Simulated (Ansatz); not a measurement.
# ZnSe: the cost of one run

Computed with Ansatz 0.2.0 (reference: DFT, HSE06, plane waves, PAW, unless a step's input says otherwise).

3 further runs of the same task are left out: 1 for a known fault of the program, 2 that didn't finish.

### Step 1. Starting point

Symmetry: Pm-3m, No. 221, cubic system. Conventional cell: a = 3.325 Å, b = 3.325 Å, c = 3.325 Å, α = 90.00°, β = 90.00°, γ = 90.00°. Zn (site symmetry m-3m) is surrounded by 8 Se at 2.88 Å. Se (site symmetry m-3m) is surrounded by 8 Zn at 2.88 Å.

Coordinates:

```cif
data_structure
_symmetry_space_group_name_H-M 'P 1'
_symmetry_Int_Tables_number 1
_cell_length_a 3.3252
_cell_length_b 3.3252
_cell_length_c 3.3252
_cell_angle_alpha 90.000
_cell_angle_beta 90.000
_cell_angle_gamma 90.000
_cell_volume 36.77
loop_
_atom_site_label
_atom_site_type_symbol
_atom_site_fract_x
_atom_site_fract_y
_atom_site_fract_z
_atom_site_occupancy
Zn1 Zn 0.00000 0.00000 0.00000 1
Se1 Se 0.50000 0.50000 0.50000 1
```

### Step 2. The reference run

File input.yaml:

```yaml
crystal:
  lattice:
    - [3.3251530431, 0.0, 0.0]
    - [0.0, 3.3251530431, 0.0]
    - [0.0, 0.0, 3.3251530431]
  atoms:
    - { symbol: Zn, position: [0.0, 0.0, 0.0] }
    - { symbol: Se, position: [0.5, 0.5, 0.5] }
kpoints:
  mp_grid: { grid: [4, 4, 4] }
hamiltonian:
  xc: hse06
scf:
  occupations: { method: fermi_dirac, width: 0.02 }
  n_extra_bands: 4
output:
  forces: true
  stress: true
  eigenvalues: true
```

Run with:

```sh
$ ansatz run input.yaml --threads 4 --pin off --max-ram 3686MiB --backend cpu --events-out ev --progress --plain --runs-dir out
```

What time and memory should one allow on 4 threads of Arm Neoverse V1, shared host?

About 6.2 s, with a peak of 0.7 GiB.
